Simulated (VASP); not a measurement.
**From an Ansatz input to VASP: KBr (strained measured structure)**

Ansatz input

```yaml
crystal:
  lattice:
    - [0.0, 3.302438701, 3.302438701]
    - [3.4900172192, 0.0, 3.302438701]
    - [3.4900172192, 3.302438701, 0.0]
  atoms:
    - { symbol: K, position: [0.0, 0.0, 0.0] }
    - { symbol: Br, position: [0.5, 0.5, 0.5] }
kpoints:
  mp_grid: { grid: [6, 6, 6] }
  band_path:
    path:
      - [0.0, 0.0, 0.0]
      - [0.5, 0.0, 0.5]
      - [0.625, 0.25, 0.625]
      - [0.375, 0.375, 0.75]
      - [0.5, 0.5, 0.5]
      - [0.5, 0.25, 0.75]
    npoints: 1
hamiltonian:
  xc: pbe
scf:
  occupations: { method: fermi_dirac, width: 0.02 }
  n_extra_bands: 4
output:
  forces: true
  stress: true
  eigenvalues: true
```

Question: Translate this input to VASP.

Answer: 

INCAR

```
SIGMA = 0.02
ENCUT = 520
NSW = 0
NELM = 120
PREC = Accurate
LASPH = .TRUE.
EDIFF = 1E-7
LREAL = .FALSE.
ISMEAR = -1
ISIF = 2
IBRION = -1
GGA = PE
NBANDS = 15
LCHARG = .FALSE.
LWAVE = .FALSE.
```

KPOINTS

```
KPOINTS created by Atomic Simulation Environment
0
Gamma
6 6 6
0 0 0
```

KPOINTS_OPT

```
special points
6
Reciprocal
0.0000000000 0.0000000000 0.0000000000 1
0.5000000000 0.0000000000 0.5000000000 1
0.6250000000 0.2500000000 0.6250000000 1
0.3750000000 0.3750000000 0.7500000000 1
0.5000000000 0.5000000000 0.5000000000 1
0.5000000000 0.2500000000 0.7500000000 1
```

POSCAR

```
K  Br
 1.0000000000000000
     0.0000000000000000    3.3024387009999998    3.3024387009999998
     3.4900172191999999    0.0000000000000000    3.3024387009999998
     3.4900172191999999    3.3024387009999998    0.0000000000000000
 K   Br
   1   1
Cartesian
  0.0000000000000000  0.0000000000000000  0.0000000000000000
  3.4900172191999994  3.3024387010000003  3.3024387010000007
```

VASP ran with the recommended PBE PAW datasets (16 valence electrons in the cell). Other inputs would serve too.

```json
{"": "gap between bands v and c", "Ansatz": "4.28 eV", "VASP": "4.28 eV"}
{"": "least direct gap", "Ansatz": "4.28 eV", "VASP": "4.28 eV"}
{"": "pressure", "Ansatz": "0.0 GPa", "VASP": "0.0 GPa"}
```

The two codes use different PAW datasets and cutoffs. VASP's cell holds 16 valence electrons and Ansatz's 16. Ansatz's stress includes a Pulay correction; VASP's doesn't.
